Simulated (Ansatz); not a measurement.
Method: DFT PBE+D3(BJ), scalar-relativistic, plane waves, PAW (Ansatz). Settings: cutoff 420 eV, Γ-centred meshes spaced at most about 0.3 Å⁻¹ (2π included), Gaussian smearing. No spin polarisation in the final relaxations.

Temperature and zero-point effects are left out.

Two forms of NaI were relaxed alike.

A.

```yaml
crystal:
  lattice:
    - [4.34576, 0.00000, 0.00000]
    - [0.00000, 4.34576, 0.00000]
    - [0.00000, 0.00000, 4.52282]
  atoms:
    - { symbol: Na, position: [0.00000, 0.00000, 0.00000] }
    - { symbol: I, position: [0.50000, 0.50000, 0.00000] }
```

B.

```yaml
crystal:
  lattice:
    - [0.00000, 3.17957, 3.17957]
    - [3.17957, 0.00000, 3.17957]
    - [3.17957, 3.17957, 0.00000]
  atoms:
    - { symbol: Na, position: [0.00000, 0.00000, 0.00000] }
    - { symbol: I, position: [0.50000, 0.50000, 0.50000] }
```

Question: Which would you expect to be lower, and how large is the difference?

Answer: B is lower, by 220 meV/atom. A has space group P4/mmm (No. 123), 42.7 Å³/atom and a gap of 2.87 eV on its mesh; B has the rock salt type, space group Fm-3m (No. 225), 32.1 Å³/atom and a gap of 3.79 eV. Counting I atoms around Na (those within 1.25 times the shortest such distance or 1.15 times the sum of covalent radii), A has Na 4 and B has Na 6. Both come from invented guesses. The part of the Crystallography Open Database at hand lists NaI in space group No. 225; sharing a group (Fm-3m) doesn't make a cell the listed structure.

Spin–orbit coupling, which can matter for I, is left out. Kohn–Sham gaps at this level usually fall short of measured ones. The missing spin–orbit coupling can work the other way here. With atoms moved at random, Fm-3m came back. Other cells relaxed within their symmetry can be saddle points.
